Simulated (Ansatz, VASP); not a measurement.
## Two plane-wave programs on Rb

File INCAR:

```
SYSTEM = Rb
ALGO = Fast ; EDIFF = 1E-6
ENCUT = 520 ; GGA = PS
ISIF = 2 ; ISMEAR = 0
LASPH = .True. ; LCHARG = .False.
LREAL = .False. ; LWAVE = .False.
NBANDS = 10 ; NELM = 80
PREC = Accurate ; SIGMA = 0.15
```

Contents of KPOINTS:

```
k-points
0
Gamma
  12 12 12
  0 0 0
```

Contents of POSCAR:

```
Rb
1.0
   -2.6937600000      2.6937600000      2.9182400000
    2.6937600000     -2.6937600000      2.9182400000
    2.6937600000      2.6937600000     -2.9182400000
Rb
1
Direct
    0.0000000000      0.0000000000      0.0000000000
```

Input for Ansatz:

```yaml
crystal:
  lattice:
    - [-2.69376, 2.69376, 2.91824]
    - [2.69376, -2.69376, 2.91824]
    - [2.69376, 2.69376, -2.91824]
  atoms:
    - { symbol: Rb, position: [0.0, 0.0, 0.0] }
basis:
  ecutwfc: 420
kpoints:
  mp_grid: { grid: [12, 12, 12] }
hamiltonian:
  xc: pbesol
scf:
  occupations: { method: gaussian, width: 0.15 }
output:
  forces: true
  stress: true
  eigenvalues: true
```

Change from the starting cell: strain -0.040 along x and y, +0.040 along z, atoms carried along.

Alike in both runs: task single point; functional PBEsol; k mesh 12 × 12 × 12; occupations gaussian, width 0.15 eV; no spin polarisation.

|  | VASP | Ansatz |
| --- | --- | --- |
| version | VASP 6.6.1 | Ansatz 0.2.0 |
| potentials or method | VASP PAW PBE potentials, release 64 (Rb_sv) | scalar-relativistic, plane waves, PAW |
| plane-wave cutoff (eV) | 520 | 420 |
| valence electrons in the cell | 9 | 9 |

|  | VASP | Ansatz | Ansatz less VASP |
| --- | --- | --- | --- |
| gap on the k mesh at the Fermi level (eV) | none | none | - |
| pressure (GPa) | 0.1 | 0.1 | 0.00 |

A gap of «none» marks a metal or a gap that the smearing closes.

Caveats: the PAW data sets were made with another functional, which shifts forces and pressure a little (VASP).
